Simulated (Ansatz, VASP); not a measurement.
## F in VASP and in Ansatz

```
F
1.0
     0.00000    1.33875    1.33875
     1.33875    0.00000    1.33875
     1.33875    1.33875    0.00000
F
1
Cartesian
  0.0000 0.0000 0.0000
```

Change from the starting cell: volume scaled by 0.52, LAPW.

Alike in both runs: task single point; functional PBEsol; k mesh 19 × 19 × 19; occupations fermi-dirac, width 0.08 eV; no spin polarisation.

|  | VASP | Ansatz |
| --- | --- | --- |
| version | VASP 6.6.1 | Ansatz 0.2.0 |
| potentials or method | VASP PAW PBE potentials, release 64 (F), cutoff 520 eV | all-electron LAPW, scalar-relativistic |

|  | VASP | Ansatz | Ansatz less VASP |
| --- | --- | --- | --- |
| pressure (GPa) | 244.5 | 244.5 | +0.01 |

Ansatz ran all-electron here, so the differences hold the error of VASP's frozen core and of both bases.

Caveats: the cell as given lies far from equilibrium; so large a pressure means that the cell lies far from this level's equilibrium, or that cutoff or potentials fall short (VASP); the potentials were made for another functional, which shifts forces and pressure (VASP); an odd number of electrons without spin polarisation forces a metal; a magnetic or distorted state may lie lower.
